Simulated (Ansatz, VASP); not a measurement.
# SnTe: VASP beside Ansatz

```
Te Sn
1.0
     3.90470    0.00000    0.00000
     0.00000    3.90470    0.00000
     0.00000    0.00000    3.90470
Te Sn
1 1
Direct
  0.50000 0.50000 0.50000
  0.00000 0.00000 0.00000
```

Measurements of this composition are mostly on another form, of space group No. 225.

Alike in both runs: functional BLYP; dispersion D3(BJ); k mesh 5 × 5 × 5; occupations gaussian, width 0.05 eV; non-collinear spin, spin-orbit coupling.

```csv
,VASP,Ansatz
version,VASP 6.6.1,Ansatz 0.2.0
potentials or method,"VASP PAW PBE potentials, release 64 (Te, Sn_d), cutoff 520 eV","all-electron LAPW, relativistic spinors"
task,single point,atomic charges
```

Ansatz gave:

- gap on the k mesh at the Fermi level (eV): none
- pressure (GPa): -0.5
- net moment per atom (μB): 0.00
- dispersion energy (meV/atom): -991.0

**Question.** Estimate VASP's values.

**Answer.** gap on the k mesh at the Fermi level (eV): none; pressure (GPa): -0.4; net moment per atom (μB): 0.00; dispersion energy (meV/atom): -990.9.

A gap of «none» marks a metal or a gap that the smearing closes. Ansatz ran all-electron here, so the differences hold the error of VASP's frozen core and of both bases.

Caveats: the PAW data sets were made with another functional, which shifts forces and pressure a little (VASP); the k mesh is thin for a metal, which can move the energy by tens of meV per atom (Ansatz); pairwise dispersion overbinds metals, which lowers pressure and volume (Ansatz).
